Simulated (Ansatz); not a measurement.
CuO:

```xyz
2
Lattice="0.0000 2.3273 2.3273 2.3273 0.0000 2.3273 2.3273 2.3273 0.0000" Properties=species:S:1:pos:R:3 pbc="T T T"
Cu    0.0000    0.0000    0.0000
O     1.1636    1.1636    1.1636
```

Measurements of this composition are mostly on another form, of space group No. 15.

Base run:

```yaml
Program: Ansatz 0.2.0
Functional: PBEsol
Potentials_or_basis: Ansatz PAW
Cutoff: "420 eV (not typed: the program's choice for these potentials)"
k_mesh: 10 × 10 × 10
Occupations: fermi-dirac, width 0.05 eV
Spin: no spin polarisation
```

Its results: band gap on the k mesh none (metal or under the smearing width); pressure -15.6 GPa.

**Question.** The run is repeated on the same cell with these changes: functional from PBEsol to LDA; hubbard terms from none to Cu d U = 4.5 eV; hubbard projectors from none to ortho-atomic (the default). What comes out?

**Answer.** Band gap on the k mesh none (metal or under the smearing width); pressure -18.2 GPa.

Several settings changed at once, so the effect can't be laid on one alone.

Caveats: an odd number of electrons without spin polarisation forces a metal; a magnetic or distorted state may lie lower; the run has no spin polarisation, though such a crystal can be magnetic; the PAW data sets come from PBE, with cores solved anew for the run's functional, which leaves a small shift of forces and pressure; so large a pressure means that the cell lies far from this level's equilibrium, or that cutoff or potentials fall short (some runs); semilocal functionals often make such compounds metallic where correlation or magnetic order opens a gap, which also shifts bond lengths (some runs); U without spin polarisation on a metal has little footing (some runs).
